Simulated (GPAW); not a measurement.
Set up this calculation in GPAW 26.7.0, as an ASE script.

| Quantity | Value |
| --- | --- |
| Task | relaxation of cell and atoms |
| Functional | PBEsol |
| Dispersion | D3(BJ)+ATM |
| Potentials or basis | PAW data sets generated in the run's folder for this functional |
| Cutoff | 800 eV |
| Basis | pw |
| k mesh | 10 × 10 × 10 |
| Occupations | fermi-dirac, width 0.05 eV |
| Spin | no spin polarisation |
| Maxiter | 150 |
| Optimizer | BFGS |
| Fmax | 0.02 eV/Å |
| Max steps | 60 |
| Convergence | density=1e-05 forces=0.0001 |

HfC:

```
CELL_PARAMETERS angstrom
0.00000 2.32500 2.32500
2.32500 0.00000 2.32500
2.32500 2.32500 0.00000
ATOMIC_POSITIONS crystal
Hf 0.50000 0.50000 0.50000
C 0.00000 0.00000 0.00000
```

One way to write it, as run:

run.py

```python
from ase import Atoms
from ase.calculators.mixing import SumCalculator
from ase.filters import FrechetCellFilter
from ase.io import write
from ase.optimize import BFGS
from dftd3.ase import DFTD3
from gpaw import GPAW, PW, setup_paths

setup_paths.insert(0, '.')

atoms = Atoms(['Hf', 'C'],
              cell=[[0.0, 2.325, 2.325],
                    [2.325, 0.0, 2.325],
                    [2.325, 2.325, 0.0]],
              scaled_positions=[[0.5, 0.5, 0.5],
                                [0.0, 0.0, 0.0]],
              pbc=True)

calc = GPAW(mode=PW(800),
            xc='PBEsol',
            kpts={'size': (10, 10, 10), 'gamma': True},
            occupations={'name': 'fermi-dirac', 'width': 0.05},
            nbands=18,
            convergence={'density': 1e-05, 'forces': 0.0001},
            maxiter=150,
            txt='gpaw.txt')
atoms.calc = SumCalculator([calc, DFTD3(damping='d3bj', params_tweaks=dict(method='pbesol', atm=True))])
opt = BFGS(FrechetCellFilter(atoms), trajectory='relax.traj', logfile='-')
done = opt.run(fmax=0.02, steps=60)
calc.write('gs.gpw')
write('result.traj', atoms)
print('Converged:', done)
print('Cell:', atoms.cell.cellpar().round(4))
print('Volume:', round(atoms.get_volume(), 4))
print(atoms.get_scaled_positions().round(5))
```

Potentials or basis: PAW data sets generated in the run's folder for this functional, pw.

The run is started by

```console
$ gpaw-setup -f PBEsol C Hf
$ OMP_NUM_THREADS=1 python run.py
```

It gave:

The relaxed volume is 12.09 Å³/atom and the relaxed cell is a = 3.246 Å, b = 3.246 Å, c = 3.246 Å, α = 60.00°, β = 60.00°, γ = 60.00°. The space group after relaxing (to 0.05 Å) is Fm-3m (No. 225). The energy gained by relaxing is 13.4 meV/atom. The ionic steps are 3 and the pressure after relaxing is 0.2 GPa. The band gap on the k mesh is none (metal or under the smearing width). The dispersion energy per atom is -0.347 eV.

Caveat: later steps reuse the first step's grids; pairwise dispersion overbinds metals, which lowers pressure and volume.

Run time: 86 s on 1 thread of Intel(R) Xeon(R) Platinum 8375C CPU @ 2.90GHz (Ice Lake), on a shared host, peak memory 0.23 GiB.
